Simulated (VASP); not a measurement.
A run of VASP 6.6.1:

INCAR

```
SYSTEM = TePb
PREC = Accurate
ENCUT = 600
EDIFF = 1E-6
ISMEAR = 0
SIGMA = 0.03
LREAL = .False.
LASPH = .True.
NELM = 80
ALGO = Normal
ISIF = 3
LWAVE = .False.
LCHARG = .False.
GGA = CA
IBRION = 2
NSW = 90
EDIFFG = -0.01
```

KPOINTS

```
Automatic mesh
0
Gamma
  8 8 8
  0 0 0
```

POSCAR

```
TePb
1.0
    0.0000000000      3.2310000000      3.2310000000
    3.2310000000      0.0000000000      3.2310000000
    3.2310000000      3.2310000000      0.0000000000
Te Pb
1 1
Direct
    0.5000000000      0.5000000000      0.5000000000
    0.0000000000      0.0000000000      0.0000000000
```

Potentials or basis: VASP PAW LDA potentials, release 64 (Te, Pb_d).

The run is started by

```sh
$ cat potpaw_LDA.64/Te/POTCAR potpaw_LDA.64/Pb_d/POTCAR > POTCAR
$ mpirun -np 1 vasp_std > vasp.out
```

Hardware: 1 thread of Intel(R) Xeon(R) 6975P-C (Granite Rapids) (shared host).

Q: Estimate the wall time of this run.

A: Run time: 29 s on 1 thread of Intel(R) Xeon(R) 6975P-C (Granite Rapids), with other jobs on the host, peak memory 0.21 GiB. Counts: scf iterations 26, k points 29, ion steps 3.
